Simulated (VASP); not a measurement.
Wanted: the native input for a VASP 6.6.1 run.

| Property | Result |
| --- | --- |
| Task | band structure |
| Functional | PBE |
| Potentials or basis | VASP PAW PBE potentials, release 64 (Pb_d, S) |
| Cutoff | 520 eV |
| k mesh | 8 × 8 × 8 |
| Occupations | gaussian, width 0.02 eV |
| Spin | non-collinear spin, zero start, spin-orbit coupling |
| Starting moments | [[0.0, 0.0, 0.0], [0.0, 0.0, 0.0]] μB |
| Further INCAR settings | ALGO = Fast; EDIFF = 1e-07 |

The structure of PbS (Galena) lies in POSCAR:

```
PbS
1.0
    0.0000000000      2.9657500000      2.9657500000
    2.9657500000      0.0000000000      2.9657500000
    2.9657500000      2.9657500000      0.0000000000
Pb S
1 1
Direct
    0.0000000000      0.0000000000      0.0000000000
    0.5000000000      0.5000000000      0.5000000000
```

One way to write it, as run:

INCAR

```
PREC     = Accurate       # precision mode
ENCUT    = 520            # plane-wave cutoff, eV
EDIFF    = 1E-7           # SCF threshold, eV
ISMEAR   = 0              # smearing method
SIGMA    = 0.02           # smearing width, eV
LREAL    = False          # projectors in reciprocal space
LASPH    = True           # aspherical terms in the spheres
NELM     = 60             # most SCF steps
ALGO     = Fast           # electronic algorithm
ISIF     = 2              # what is computed and relaxed
LWAVE    = False          # write WAVECAR
LCHARG   = False          # write CHGCAR
MAGMOM   = 0 0 0 0 0 0    # initial moments
LORBIT   = 11             # projections on sites
LSORBIT  = True           # spin-orbit coupling
GGA_COMPAT= False        
GGA      = PE             # functional
```

KPOINTS

```
regular mesh
0
Gamma
  8 8 8
```

KPOINTS_OPT

```
path GXWKGLUWLK,UX
15
line-mode
reciprocal
 0.0000000000  0.0000000000  0.0000000000  G
 0.5000000000  0.0000000000  0.5000000000  X

 0.5000000000  0.0000000000  0.5000000000  X
 0.5000000000  0.2500000000  0.7500000000  W

 0.5000000000  0.2500000000  0.7500000000  W
 0.3750000000  0.3750000000  0.7500000000  K

 0.3750000000  0.3750000000  0.7500000000  K
 0.0000000000  0.0000000000  0.0000000000  G

 0.0000000000  0.0000000000  0.0000000000  G
 0.5000000000  0.5000000000  0.5000000000  L

 0.5000000000  0.5000000000  0.5000000000  L
 0.6250000000  0.2500000000  0.6250000000  U

 0.6250000000  0.2500000000  0.6250000000  U
 0.5000000000  0.2500000000  0.7500000000  W

 0.5000000000  0.2500000000  0.7500000000  W
 0.5000000000  0.5000000000  0.5000000000  L

 0.5000000000  0.5000000000  0.5000000000  L
 0.3750000000  0.3750000000  0.7500000000  K

 0.6250000000  0.2500000000  0.6250000000  U
 0.5000000000  0.0000000000  0.5000000000  X
```

Potentials or basis: VASP PAW PBE potentials, release 64 (Pb_d, S).

The run is started by

```sh
$ cat potpaw_PBE.64/Pb_d/POTCAR potpaw_PBE.64/S/POTCAR > POTCAR
$ mpirun -np 1 vasp_ncl > vasp.out
```

It gave:

* Pressure: 1.9 GPa
* Net moment: 0.00 μB per cell
* Valence electrons inside the program's atomic spheres: Pb 11.85; S 3.68

It took 2.5 min on 1 thread of Intel(R) Xeon(R) 6975P-C (Granite Rapids), with other jobs on the host, peak memory 0.34 GiB.
